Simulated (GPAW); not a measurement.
Crystal: BN.

```
CELL_PARAMETERS angstrom
2.49824 0.00000 0.00000
-1.24912 2.16354 0.00000
0.00000 0.00000 6.63570
ATOMIC_POSITIONS crystal
N 0.66667 0.33333 0.25000
N 0.33333 0.66667 0.75000
B 0.66667 0.33333 0.75000
B 0.33333 0.66667 0.25000
```

Base run:

* Program: GPAW 26.7.0
* Functional: PBEsol
* Potentials or basis: PAW data sets generated in the run's folder for this functional
* Cutoff: 800 eV
* Basis: pw
* k mesh: 12 × 12 × 4
* Occupations: fermi-dirac, width 0.05 eV
* Spin: no spin polarisation

Its results: band gap on the k mesh 4.19 eV, indirect (least direct gap 4.60 eV); pressure 1.4 GPa.

Problem. The run is repeated on the same cell with these changes: functional from PBEsol to PBE; k mesh from 12 × 12 × 4 to 9 × 9 × 3. What comes out?

Solution. Band gap on the k mesh 4.43 eV, indirect (least direct gap 4.71 eV); pressure 4.3 GPa.

Several settings changed at once, so the effect can't be laid on one alone.

Caveats: this functional lacks dispersion, which binds the layers, so the pressure and a relaxed spacing across them are unreliable; the mesh misses the band edges, which the band path finds closer together (some runs).

Not every run made on this cell is shown here.
